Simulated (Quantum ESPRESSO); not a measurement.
## Habitual settings against a tight run: InN (P6_3mc, 4 atoms in the cell)

Self-consistent single point.

```
CELL_PARAMETERS angstrom
      3.50020     0.00000     0.00000
     -1.75010     3.03126     0.00000
      0.00000     0.00000     5.65116
ATOMIC_POSITIONS crystal
  In 0.66667 0.33333 0.50048
  In 0.33333 0.66667 0.00048
  N  0.66667 0.33333 0.87952
  N  0.33333 0.66667 0.37952
```

Computed with LDA (PZ), GBRV 1.5 ultrasoft (LDA) pseudopotentials (plane waves; Quantum ESPRESSO).

Base settings: ecutwfc = 40 Ry; ecutrho = 200 Ry; occupations = smearing; smearing = fermi-dirac; degauss = 0.0073499 Ry; potentials = {In: in_lda_v1.4.uspp.F.UPF, N: n_lda_v1.2.uspp.F.UPF}; K_POINTS = automatic 14 14 8 0 0 0; conv_thr = 1e-10 Ry.

Tight run (finer mesh or higher cutoff; not a proven limit): ecutwfc: 40 Ry → 56 Ry; ecutrho: 200 Ry → 280 Ry; conv_thr: 1e-10 Ry → 7.3e-11 Ry; K_POINTS: automatic 14 14 8 0 0 0 → automatic 19 19 11 0 0 0. It gave Fermi level (on the code's own zero) 10.02 eV; pressure -0.15 GPa; largest force (vector length) 0.005 eV/Å.

Quick runs, as changes from the base:
- A: the base itself
- B: ecutwfc: 40 Ry → 32 Ry; ecutrho: 200 Ry → 160 Ry; smearing: fermi-dirac → gaussian; degauss: 0.0073499 Ry → 0.0147 Ry; K_POINTS: automatic 14 14 8 0 0 0 → automatic 2 2 2 0 0 0
- C: ecutwfc: 40 Ry → 32 Ry; ecutrho: 200 Ry → 160 Ry; K_POINTS: automatic 14 14 8 0 0 0 → automatic 6 6 6 0 0 0
- D: ecutwfc: 40 Ry → 28 Ry; ecutrho: 200 Ry → 140 Ry; pseudopotentials: {In: in_lda_v1.4.uspp.F.UPF, N: n_lda_v1.2.uspp.F.UPF} → {In: in_pbesol_v1.4.uspp.F.UPF, N: n_pbesol_v1.2.uspp.F.UPF}; K_POINTS: automatic 14 14 8 0 0 0 → automatic 4 4 4 0 0 0 [PBEsol]
- E: ecutwfc: 40 Ry → 24 Ry; ecutrho: 200 Ry → 120 Ry; smearing: fermi-dirac → marzari-vanderbilt; degauss: 0.0073499 Ry → 0.036749 Ry; K_POINTS: automatic 14 14 8 0 0 0 → automatic 6 6 6 1 1 1
- F: ecutwfc: 40 Ry → 20 Ry; ecutrho: 200 Ry → 100 Ry; K_POINTS: automatic 14 14 8 0 0 0 → automatic 4 4 4 0 0 0

Energies are extrapolated to zero smearing width, which holds to low order in the width alone (under cold and Methfessel-Paxton smearing the free energy itself is taken).

Dashes: energy of D, another energy zero.

† marks runs with another functional, U, potentials or spin treatment: their distance from the tight run is not a convergence error alone.

The count of work is k-points × plane waves × bands × iterations; it is no time. 

The starting cell comes from a database of computed structures (which also holds hypothetical and non-ambient phases and stackings), without a prior relaxation at this level. Its lattice was rescaled by a random factor within 2.5 % of one. The run gives no clean gap (levels at the Fermi energy touch, overlap or are partly filled at this smearing), which alone does not show that the compound is a metal.

```tsv
run	energy less tight (meV/atom)	pressure less tight (GPa)	largest miss in a force vector (eV/Å)	count of work / tight
A	29.0	-0.79	0.000	0.28
B	399.7	-1.50	0.305	0.0065
C	67.6	-3.69	0.001	0.047
D†	–	-21.77	0.007	0.016
E	1583.2	-103.21	0.003	0.035
F	6511.3	-312.85	0.000	0.0089
```

Among the runs at the tight run's level, the energy misses run from 29.0 to 6511.3 meV/atom.
